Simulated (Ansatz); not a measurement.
**Infrared modes and screening in CaSe (wurtzite)**

Perturbation theory with PBEsol in Ansatz on the PBEsol cell, ground state and force constants on a 6×6×4 mesh. Note: simulated data, non-magnetic, for a generated structure that need not be the stable one.

The symmetry is P6_3/mmc (No. 194, hexagonal); a = 4.964 Å, c = 5.809 Å in the conventional setting, 30.99 Å³ an atom. Ca has 5 Se at 2.87–2.90 Å; Se has 5 Ca at 2.87–2.90 Å. The cell started from the wurtzite prototype, but the relaxation took it to the higher symmetry P6_3/mmc (No. 194), so the name no longer describes it.

```xyz
4
Lattice="4.9641 0.0000 0.0000 -2.4820 4.2990 0.0000 0.0000 0.0000 5.8089" Properties=species:S:1:pos:R:3 pbc="T T T"
Ca    0.0000    2.8660   -0.3630
Ca    2.4820    1.4330    2.5414
Se    0.0000    2.8660    2.5414
Se    2.4820    1.4330    5.4458
```

Optical modes without the longitudinal term:
```tsv
ω (cm⁻¹)	degeneracy	IR intensity, summed over the level ((D/Å)²/amu)
83	2	0.00
117	1	0.00
189	1	10.64
198	2	0.00
199	2	12.62
206	1	0.00
```

All optical modes at Γ are real, from 83 to 206 cm⁻¹ without the longitudinal term; this says nothing of other wave vectors. With the long-range field the highest mode reaches 267 cm⁻¹. By the program's warning the force constants, and with them frequencies and ε⁰, aren't converged on this mesh. Of the real levels 2 are infrared active, the strongest at 199 cm⁻¹.

The electronic dielectric tensor ε∞ is 4.22 along x and y, 5.12 along z. With the ions relaxed, ε⁰ is 7.0 along x and y, 10.3 along z. Born charges, averaged over directions: Ca +2.10, Se -2.10 e.

For comparison, on the r2SCAN cell the mean ε∞ is 4.06 with r2SCAN (ground state on 6×6×4; least gap 2.89 eV in its run on 6×6×4 and the special points), 4.40 with PBE (ground state on 6×6×4; least gap 2.45 eV in its run on 6×6×4 and the special points).

The runs are scalar-relativistic, without spin-orbit coupling.
